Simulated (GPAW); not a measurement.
# InAs: band structure with PBE

**The experiment to reproduce.**

From a printed reference work, data compilation, for a bulk crystal of InAs at 4.2 K: band gap 0.418 eV (direct).

InAs:

```
In As
1.0
     0.00000    3.01800    3.01800
     3.01800    0.00000    3.01800
     3.01800    3.01800    0.00000
In As
1 1
Direct
  0.00000 0.00000 0.00000
  0.75000 0.75000 0.75000
```

```yaml
Program: GPAW 26.7.0
Task: band structure
Functional: PBE
Potentials_or_basis: PAW data sets generated in the run's folder for this functional
Cutoff: 600 eV
Basis: pw
k_mesh: 6 × 6 × 6
Occupations: fermi-dirac, width 0.05 eV
Spin: no spin polarisation
Maxiter: 150
Band_path: GXWKGLUWLK,UX
Band_points: 80
```

```
Pressure                : 4.1 GPa
Band gap along the path : none (metal or under the smearing width)
```

Levels at the corners of the path, in eV from the Fermi level:
```
point  band 7  band 8  band 9  band 10  band 11  band 12
    Γ   -0.20   -0.04   -0.04    -0.04     3.85     3.85
    X   -5.90   -2.39   -2.39     1.50     2.03     9.19
    W   -5.76   -3.02   -2.95     4.20     4.26     4.97
    K   -5.76   -3.34   -2.01     2.07     4.25     7.29
    Γ   -0.20   -0.04   -0.04    -0.04     3.85     3.85
    L   -5.83   -1.04   -1.04     0.93     4.64     4.64
    U   -5.76   -3.34   -2.01     2.07     4.25     7.29
    W   -5.76   -3.02   -2.95     4.20     4.26     4.97
    L   -5.83   -1.04   -1.04     0.93     4.64     4.64
    K   -5.76   -3.34   -2.01     2.07     4.25     7.29
    U   -5.76   -3.34   -2.01     2.07     4.25     7.29
    X   -5.90   -2.39   -2.39     1.50     2.03     9.19
```

Wall time 48 s on 1 thread of Arm Neoverse V1, on a shared host, peak memory 0.28 GiB.

Against the measured gap of InAs, 0.418 eV (direct; 4.2 K; a printed reference work, data compilation), the calculated 0.00 eV is off by -0.42 eV. Spin-orbit coupling on As, In is left out. The value is that of PBE, without temperature or zero-point motion. Semilocal functionals fall short of measured gaps as a rule.

Caveat: spin-orbit coupling is left out, which moves the levels of the heavy elements; this crystal is a semiconductor, whose small gap the functional closes, so the metal is an error of the method.
